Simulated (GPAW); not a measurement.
A run of GPAW 26.7.0 is set up as follows.

The input run.py:

```python
from ase import Atoms
from ase.dft.bandgap import bandgap
from ase.io import write
from gpaw import GPAW, PW

atoms = Atoms(['Pb', 'Te'],
              cell=[[0.0, 3.231, 3.231],
                    [3.231, 0.0, 3.231],
                    [3.231, 3.231, 0.0]],
              scaled_positions=[[0.0, 0.0, 0.0],
                                [0.5, 0.5, 0.5]],
              pbc=True)

calc = GPAW(mode=PW(600),
            xc='TB09',
            kpts={'size': (8, 8, 8), 'gamma': True},
            occupations={'name': 'fermi-dirac', 'width': 0.05},
            nbands=19,
            convergence={'density': 1e-05, 'energy': 1e-05},
            eigensolver='cg',
            maxiter=150,
            txt='gpaw.txt')
atoms.calc = calc
energy = atoms.get_potential_energy()
calc.write('gs.gpw')
write('result.traj', atoms)
print('Fermi level:', round(calc.get_fermi_level(), 4), 'eV')
print(f'Gap: {bandgap(calc)[0]:.4f} eV, direct: {bandgap(calc, direct=True)[0]:.4f} eV')
```

Potentials or basis: GPAW PAW data sets for LDA (gpaw-data 1.2.1), pw.

Run with:

```sh
$ OMP_NUM_THREADS=1 python run.py
```

Q: Predict the band gap on the k mesh.

A: 1.06 eV, direct.

Caveat: a model potential gives levels but no total energy; spin-orbit coupling is left out, which as a rule narrows the gap of such compounds by several tenths of an eV.

**What was measured.**

From a printed reference work, monograph, for a bulk crystal of TePb at 4.2 K: band gap 0.19 eV (direct).

A measured gap of TePb is 0.19 eV (direct; 4.2 K; a printed reference work, monograph); the calculated 1.06 eV misses it by +0.87 eV. Spin-orbit coupling on Pb, Te is left out. The value is that of TB-mBJ on a finite k mesh, which can miss the band edges, without temperature or zero-point motion.
